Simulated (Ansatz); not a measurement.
Band table of MgO (zincblende type)

```yaml
crystal:
  lattice:
    - [0.00000, 1.94675, 1.94675]
    - [1.94675, 0.00000, 1.94675]
    - [1.94675, 1.94675, 0.00000]
  atoms:
    - { symbol: Mg, position: [0.00000, 0.00000, 0.00000] }
    - { symbol: O, position: [0.25000, 0.25000, 0.25000] }
```

The cell comes from a relaxation on PAW files under the same functional, begun from a prototype that needn't be the stable phase.

All numbers are LDA results (scalar-relativistic) from Ansatz 0.2.0, with a Γ-centred 16×16×16 k mesh, Fermi–Dirac smearing of 0.05 eV, no spin polarisation. Methods: PAW: frozen-core files, cutoff 420 eV.

This run: volume at 0.64 of the series' base cell.

The PAW files were made under PBE. The structure type is held throughout; the real material can change phase at far lower pressure.

Path points, in fractions of the reciprocal vectors: Γ (0.000, 0.000, 0.000), X (-0.500, -0.500, 0.000), U (-0.375, -0.375, 0.250), K (-0.375, 0.000, 0.375), L (0.000, 0.000, 0.500), W (-0.500, -0.250, 0.250). The distance column jumps between branches of the path. Levels in eV from the valence-band top; bands 5 to 9, counted from the lowest band of the run. The gap is 6.92 eV, the pressure 142.4 GPa.

```
# k(1/Å) point b5 b6 b7 b8 b9
0.000 Γ -17.41 -0.04 -0.04 -0.04 6.92
0.202 - -17.33 -0.30 -0.07 -0.07 7.26
0.403 - -17.09 -0.95 -0.17 -0.17 8.05
0.605 - -16.72 -1.73 -0.31 -0.31 8.89
0.807 - -16.27 -2.47 -0.47 -0.47 9.25
1.009 - -15.80 -3.08 -0.62 -0.62 8.81
1.210 - -15.38 -3.54 -0.75 -0.75 7.97
1.412 - -15.09 -3.81 -0.83 -0.83 7.29
1.614 X -14.99 -3.91 -0.85 -0.85 7.04
1.685 - -14.99 -3.89 -0.88 -0.85 7.07
1.756 - -14.99 -3.86 -0.98 -0.84 7.17
1.828 - -14.99 -3.80 -1.12 -0.82 7.34
1.899 - -14.99 -3.73 -1.31 -0.79 7.55
1.970 - -14.99 -3.63 -1.53 -0.75 7.81
2.042 - -15.00 -3.52 -1.76 -0.71 8.10
2.113 - -15.01 -3.40 -2.00 -0.66 8.42
2.184 U -15.03 -3.27 -2.21 -0.61 8.76
3.173 K -15.03 -3.27 -2.21 -0.61 8.76
3.386 - -15.15 -3.16 -2.41 -0.44 9.83
3.600 - -15.38 -3.37 -1.92 -0.26 10.72
3.814 - -15.75 -3.29 -1.35 -0.12 10.87
4.028 - -16.20 -2.84 -0.85 -0.03 10.24
4.242 - -16.66 -2.09 -0.46 0.00 9.25
4.456 - -17.05 -1.19 -0.21 -0.01 8.19
4.670 - -17.32 -0.38 -0.08 -0.03 7.30
4.884 Γ -17.41 -0.04 -0.04 -0.04 6.92
5.059 - -17.35 -0.28 -0.04 -0.04 7.18
5.234 - -17.17 -0.92 -0.05 -0.05 7.82
5.408 - -16.89 -1.73 -0.07 -0.07 8.66
5.583 - -16.55 -2.58 -0.10 -0.10 9.53
5.758 - -16.18 -3.36 -0.12 -0.12 10.36
5.932 - -15.86 -3.99 -0.15 -0.15 11.13
6.107 - -15.63 -4.40 -0.16 -0.16 11.84
6.282 L -15.55 -4.54 -0.17 -0.17 12.26
6.424 - -15.53 -4.49 -0.27 -0.18 12.22
6.567 - -15.47 -4.36 -0.55 -0.23 11.93
6.710 - -15.38 -4.13 -0.95 -0.33 11.31
6.852 - -15.27 -3.84 -1.39 -0.47 10.60
6.995 - -15.16 -3.50 -1.79 -0.68 9.95
7.138 - -15.07 -3.19 -2.07 -0.95 9.45
7.280 - -15.00 -2.99 -2.12 -1.23 9.13
7.423 W -14.98 -2.94 -2.05 -1.39 9.02
7.524 - -14.98 -3.02 -1.97 -1.37 8.94
7.625 - -14.98 -3.19 -1.77 -1.32 8.69
7.725 - -14.98 -3.38 -1.54 -1.24 8.35
7.826 - -14.98 -3.56 -1.32 -1.14 7.97
7.927 - -14.98 -3.71 -1.13 -1.03 7.60
8.028 - -14.99 -3.82 -0.98 -0.94 7.30
8.129 - -14.99 -3.88 -0.89 -0.88 7.11
8.230 X -14.99 -3.91 -0.85 -0.85 7.04
```
